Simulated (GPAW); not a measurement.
PbSe (Clausthalite):

```
CELL_PARAMETERS angstrom
0.00000 3.06065 3.06065
3.06065 0.00000 3.06065
3.06065 3.06065 0.00000
ATOMIC_POSITIONS crystal
Pb 0.00000 0.00000 0.00000
Se 0.50000 0.50000 0.50000
```

Base run:

```yaml
Program: GPAW 26.7.0
Functional: PBEsol
Potentials_or_basis: PAW data sets generated in the run's folder for this functional
Cutoff: 600 eV
Basis: pw
k_mesh: 8 × 8 × 8
Occupations: fermi-dirac, width 0.05 eV
Spin: no spin polarisation
```

Its results: band gap on the k mesh 0.16 eV, direct; pressure -0.7 GPa.

Q: After a change of settings the same cell gave: band gap on the k mesh 0.37 eV, direct; pressure 5.7 GPa. Which change was it?
A. functional from PBEsol to LDA
B. functional from PBEsol to SCAN; potentials or basis from PAW data sets generated in the run's folder for this functional to GPAW PAW data sets (gpaw-data 1.2.1)
C. occupations from fermi-dirac, width 0.05 eV to gaussian, width 0.05 eV
D. functional from PBEsol to BLYP

A: D.

BLYP binds less tightly than PBEsol, so the same cell stands under more pressure.

Caveats: spin-orbit coupling is left out, which as a rule narrows the gap of such compounds by several tenths of an eV.

Not every run made on this cell is shown here.
